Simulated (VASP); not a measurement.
# BaTiO3 (P4mm) in VASP: a series of runs, part 2 of 2

VASP 6.6.1. Earlier steps stand in the parts before.

## (3) Relaxation of cell and atoms, PBEsol

This run uses another cell than the first one, of 12.79 Å³/atom, 0.995 times its volume.

INCAR reads:

```
ALGO = Normal
EDIFF = 1E-7
EDIFFG = -0.005
ENCUT = 600
GGA = PS
IBRION = 2
ISIF = 3
ISMEAR = 0
KPAR = 4
LASPH = True
LCHARG = False
LREAL = False
LWAVE = False
NELM = 80
NSW = 90
PREC = Accurate
SIGMA = 0.03
```

KPOINTS reads:

```
k-points
0
Gamma
  8 8 8
```

POSCAR reads:

```
BaTiO3                                  
1.0
    3.9664533302      0.0000000000      0.0000000000
    0.0000000000      3.9664533302      0.0000000000
    0.0000000000     -0.0000000000      4.0662629784
  Ba              Ti              O             
     1     1     3
Direct
     1.0000000000000000    1.0000000000000000    0.9986466127420394
     0.5000000000000000    0.5000000000000000    0.4820003460752508
     0.5000000000000000    0.5000000000000000    0.0290292627744579
     0.5000000000000000    0.0000000000000000    0.5166618892041293
     1.0000000000000000    0.5000000000000000    0.5166618892041293
```

Potentials or basis: VASP PAW PBE potentials, release 64 (Ba_sv, Ti_sv, O).

Run with:

```console
$ cat potpaw_PBE.64/Ba_sv/POTCAR potpaw_PBE.64/Ti_sv/POTCAR potpaw_PBE.64/O/POTCAR > POTCAR
$ mpirun -np 4 vasp_std > vasp.out
```

OUTCAR:

```text
EDIFF = 1E-7
   EDIFFG = -0.005
   ENCUT = 600
   GGA = PS
   IBRION = 2
   ISIF = 3
   ISMEAR = 0
   LASPH = True
   LREAL = False
   NELM = 80
   NSW = 90
   PREC = Accurate

 ion  position               nearest neighbor table
   1  0.000  0.000  0.999-   4 2.79   5 2.79   5 2.79   4 2.79   3 2.81   3 2.81   3 2.81   3 2.81
                             4 2.89   5 2.89   5 2.89   4 2.89   2 3.42   2 3.42   2 3.42   2 3.42
   2  0.500  0.500  0.482-   3 1.84   4 1.99   5 1.99   4 1.99   5 1.99   3 2.22   1 3.42   1 3.42
                             1 3.42   1 3.42   1 3.50   1 3.50   1 3.50   1 3.50
   3  0.500  0.500  0.029-   2 1.84   2 2.22   1 2.81   1 2.81   1 2.81   1 2.81
   4  0.500  0.000  0.517-   2 1.99   2 1.99   1 2.79   1 2.79   1 2.89   1 2.89
   5  0.000  0.500  0.517-   2 1.99   2 1.99   1 2.79   1 2.79   1 2.89   1 2.89

  LATTYP: Found a simple tetragonal cell.
 ALAT       =     3.9664533302
 C/A-ratio  =     1.0251634495

  Lattice vectors:

 A1 = (   3.9664533302,   0.0000000000,   0.0000000000)
 A2 = (   0.0000000000,   3.9664533302,   0.0000000000)
 A3 = (   0.0000000000,   0.0000000000,   4.0662629784)

Analysis of symmetry for initial positions (statically):
=====================================================================
 Subroutine PRICEL returns:
 Original cell was already a primitive cell.
[... 230 lines left out ...]

 val. band max:        3.8169485966   @ k =   0.5000   0.5000   0.5000
 cond. band min:       5.5816716378   @ k =   0.0000   0.0000   0.0000
 fundamental gap:      1.7647230411
 Fermi energy:         3.9950415149

 k-point     1 :       0.0000    0.0000    0.0000
  band No.  band energies     occupation
      1     -52.4635      2.00000
      2     -28.8703      2.00000
      3     -28.7928      2.00000
      4     -28.7928      2.00000
      5     -21.0793      2.00000
      6     -13.1120      2.00000
[... 637 lines left out ...]
     23       7.4666      0.00000
     24       8.5790      0.00000

 [... further k-points ...]
[... 5 lines left out ...]
  --------------------------------------------------------------------------------------
  -------------------------------------------------------------------------------------
  Total       -0.0042275     -0.0042275      0.0010284      0.0000000     -0.0000000      0.0000000
  in kB       -0.1058549     -0.1058549      0.0257501      0.0000000     -0.0000000      0.0000000
  external PRESSURE =      -0.0619865 kB  Pullay stress =       0.0000000 kB

 VOLUME and BASIS-vectors are now :
 -----------------------------------------------------------------------------
  energy-cutoff  :      600.00
  volume of cell :       63.99
      direct lattice vectors                 reciprocal lattice vectors
     3.967143190  0.000000000  0.000000000     0.252070559  0.000000000  0.000000000
     0.000000000  3.967143190  0.000000000     0.000000000  0.252070559  0.000000000
     0.000000000 -0.000000000  4.065669761     0.000000000 -0.000000000  0.245961935

 POSITION                                       TOTAL-FORCE (eV/Angst)
 -----------------------------------------------------------------------------------
      0.00000     -0.00000      4.05998         0.000000      0.000000     -0.003296
      1.98357      1.98357      1.95935         0.000000     -0.000000      0.001099
      1.98357      1.98357      0.11831         0.000000      0.000000     -0.000882
      1.98357     -0.00000      2.10067         0.000000     -0.000000      0.001540
      3.96714      1.98357      2.10067        -0.000000     -0.000000      0.001540
 -----------------------------------------------------------------------------------
    total drift:                                0.000000     -0.000000      0.000152

  FREE ENERGIE OF THE ION-ELECTRON SYSTEM (eV)
  ---------------------------------------------------
  free  energy   TOTEN  =       -42.0077823189 eV

  energy  without entropy=      -42.0077823189  energy(sigma->0) =      -42.00778232

 reached required accuracy - stopping structural energy minimisation
```

Wall time 40 s (4 MPI ranks of Intel Xeon Platinum 8488C (Sapphire Rapids), shared host); peak memory 0.28 GiB.

What came out:

```yaml
Free_energy: -42.0078 eV
Relaxed_volume: 12.80 Å³/atom
Relaxed_cell: a = 3.967 Å, b = 3.967 Å, c = 4.066 Å, α = 90.00°, β = 90.00°, γ = 90.00°
Space_group_after_relaxing_to_0.05_Å: P4mm (No. 99)
Energy_gained_by_relaxing: 0.0 meV/atom
Ionic_steps: 2
Pressure_after_relaxing: 0.0 GPa
Largest_force_after_relaxing: 0.003 eV/Å
Band_gap_on_the_k_mesh: 1.76 eV, indirect (least direct gap 2.19 eV)
```

Forces on the atoms (eV/Å):
```
Ba   0.000  0.000 -0.003
Ti   0.000  0.000  0.001
O    0.000  0.000 -0.001
O    0.000  0.000  0.002
O    0.000  0.000  0.002
```

Final structure:
```yaml
crystal:
  lattice:
    - [3.96714, 0.00000, 0.00000]
    - [0.00000, 3.96714, 0.00000]
    - [0.00000, 0.00000, 4.06567]
  atoms:
    - { symbol: Ba, position: [0.00000, 0.00000, 0.99860] }
    - { symbol: Ti, position: [0.50000, 0.50000, 0.48193] }
    - { symbol: O, position: [0.50000, 0.50000, 0.02910] }
    - { symbol: O, position: [0.50000, 0.00000, 0.51669] }
    - { symbol: O, position: [0.00000, 0.50000, 0.51669] }
```

Caveat: the PAW data sets were made with another functional, which shifts forces and pressure a little; spin-orbit coupling is left out, which moves the levels of the heavy elements.
